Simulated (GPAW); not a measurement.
Runs of GPAW 26.7.0 on Ga. The structure is monoclinic, space group P2_1/m (No. 11). Conventional cell: a = 2.778 Å, b = 3.282 Å, c = 4.210 Å, α = 90.00°, β = 108.61°, γ = 90.00°. Around Ga (site symmetry m) lie 8 Ga at 2.71 to 2.84 Å. This isn't the form of Ga at room conditions, which is orthorhombic.

```csv
level,cell,target pressure,gap on the mesh (eV),pressure (GPa),relaxed volume (Å³/atom),largest force (eV/Å)
PBEsol+D3(BJ),relaxed,-,none,0.0,17.43,0.02
PBEsol,relaxed to 30 GPa,30 GPa,none,29.9,-,0.01
PBEsol+D3,relaxed,-,none,0.0,17.86,0.01
PBEsol,relaxed to 20 GPa,20 GPa,none,20.1,-,0.01
PBEsol,relaxed,-,none,0.0,18.23,0.01
PBEsol+D3(BJ)+ATM,relaxed,-,none,0.0,(a),0.01
PBEsol,relaxed to 5 GPa,5 GPa,none,5.0,-,0.01
PBEsol,relaxed to 10 GPa,10 GPa,none,10.0,-,0.01
```

Alike in all rows: task relaxation of cell and atoms; potentials or basis PAW data sets generated in the run's folder for this functional, pw; no spin polarisation; k mesh 9 × 7 × 6; cutoff (eV) 600; smearing fermi-dirac 0.05 eV.

Task: Estimate the missing entries.

Result: (a) 17.50.

Caveats: later steps reuse the first step's grids; pairwise dispersion overbinds metals, which lowers pressure and volume (some runs); the volume moved by over 15 % at a fixed basis, so the end points are rough (some runs).

A k mesh can miss the band edges, and the runs leave out spin-orbit coupling on Ga.

A gap of «none» marks a metal or a gap under the smearing width.
